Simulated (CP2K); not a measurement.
Runs of CP2K 2026.2 on HfO2. The structure is monoclinic, space group P2_1/c (No. 14). Conventional cell: a = 5.118 Å, b = 5.186 Å, c = 5.284 Å, α = 90.00°, β = 99.35°, γ = 90.00°. Hf (site symmetry 1) has 7 O at 2.03 to 2.25 Å as nearest neighbours. O (site symmetry 1) has 3 Hf at 2.03 to 2.12 Å as nearest neighbours. Around O (site symmetry 1) lie 4 Hf at 2.14 to 2.25 Å. 

| level | cutoff of the non-local correlation (Ry) | gap on the mesh (eV) | pressure (GPa) | largest force (eV/Å) |
| --- | --- | --- | --- | --- |
| SCAN | - | 4.68 | (b) | 0.33 |
| rev-vdW-DF2 | 300 | 4.10 | -2.1 | 0.41 |
| PBEsol | - | 4.03 | (a) | 0.38 |
| LDA | - | (d) | -9.2 | 0.39 |
| OLYP | - | 4.29 | (c) | 0.38 |

Alike in all rows: task atomic charges; potentials or basis POTENTIAL_UZH Hf GTH-PBE-q12, O GTH-PBE-q6; DZVP-MOLOPT-PBE-GTH basis; no spin polarisation; cell as given; k mesh 4 × 4 × 4; smearing fermi-dirac 0.05 eV.

Problem. Fill in the values left out.

Solution. (a) -5.6; (b) -3.5; (c) -0.9; (d) 3.96.

Caveats: the potentials were made for another functional, which shifts forces and pressure; spin-orbit coupling is left out, which moves the levels of the heavy elements; the basis of atomic orbitals isn't converged, which shifts pressures, moduli and gaps.

A k mesh can miss the band edges, and the runs leave out spin-orbit coupling on Hf.

Runs at the PBE level aren't shown here.
